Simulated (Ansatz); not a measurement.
Tc:

```
CELL_PARAMETERS angstrom
2.73936 0.00000 0.00000
-1.36968 2.37235 0.00000
0.00000 0.00000 8.76968
ATOMIC_POSITIONS crystal
Tc 0.66667 0.33333 0.75000
Tc 0.00000 0.00000 0.50000
Tc 0.33333 0.66667 0.25000
Tc 0.00000 0.00000 0.00000
```

- Program: Ansatz 0.2.0
- Task: relaxation of cell and atoms
- Functional: PBEsol
- Potentials or basis: Ansatz PAW earlier set
- Cutoff: 500 eV (not typed: the program's choice for these potentials)
- k mesh: 11 × 11 × 3
- Occupations: fermi-dirac, width 0.05 eV
- Spin: no spin polarisation

At the start: volume 14.25 Å³/atom.

**Question.** How do energy, volume and symmetry change on relaxing?

**Answer.** It ends after 4 steps and the volume is 14.01 Å³/atom (-1.6 %); space group P6_3/mmc (No. 194, to 0.05 Å).

The path:
| step | energy change (eV) | largest force (eV/Å) | volume (Å³) |
| --- | --- | --- | --- |
| 1 | 0.0000 | 0.0000 | 56.99 |
| 2 | -0.0167 | 0.0000 | 56.10 |
| 3 | -0.0167 | 0.0000 | 56.05 |
| 4 | -0.0166 | 0.0000 | 56.05 |

Final structure:
```
CELL_PARAMETERS angstrom
2.71997 0.00000 0.00000
-1.35999 2.35556 0.00000
0.00000 0.00000 8.74845
ATOMIC_POSITIONS crystal
Tc 0.66667 0.33333 0.75000
Tc 0.00000 0.00000 0.50000
Tc 0.33333 0.66667 0.25000
Tc 0.00000 0.00000 0.00000
```

Caveat: the plane-wave basis is chosen anew once the cell has moved, so the energies of steps on either side of that aren't comparable; the PAW data sets come from PBE, with cores solved anew for the run's functional, which leaves a small shift of forces and pressure.
